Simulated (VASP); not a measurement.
A run of VASP 6.6.1 is set up as follows.

File INCAR:

```
SYSTEM = Ba
PREC = Accurate ; ENCUT = 520
EDIFF = 1E-7 ; ISMEAR = 0
SIGMA = 0.1 ; LREAL = .False.
LASPH = .True. ; NELM = 100
ALGO = Normal ; ISIF = 2
LWAVE = .False. ; LCHARG = .True.
GGA = CA ; LELF = .True.
LVHAR = .True. ; NBANDS = 17
```

Contents of KPOINTS:

```
Automatic mesh
0
Gamma
  3 3 6
  0 0 0
```

Contents of POSCAR:

```
Ba
1.0
    6.9960670735      0.0000000000      0.0000000000
   -3.4980335368      6.0587718122      0.0000000000
    0.0000000000      0.0000000000      3.9093935500
Ba
2
Direct
    0.3333333300      0.6666666700      0.5000000000
    0.6666666700      0.3333333300      0.5000000000
```

Potentials or basis: VASP PAW LDA potentials, release 64 (Ba_sv).

Run with:

```console
$ cat potpaw_LDA.64/Ba_sv/POTCAR > POTCAR
$ mpirun -np 1 vasp_std > vasp.out
```

(1) Estimate the band gap on the k mesh.

(2) What does it give for the pressure?

Answers

(1) none (metal or under the smearing width).

(2) -0.5 GPa.
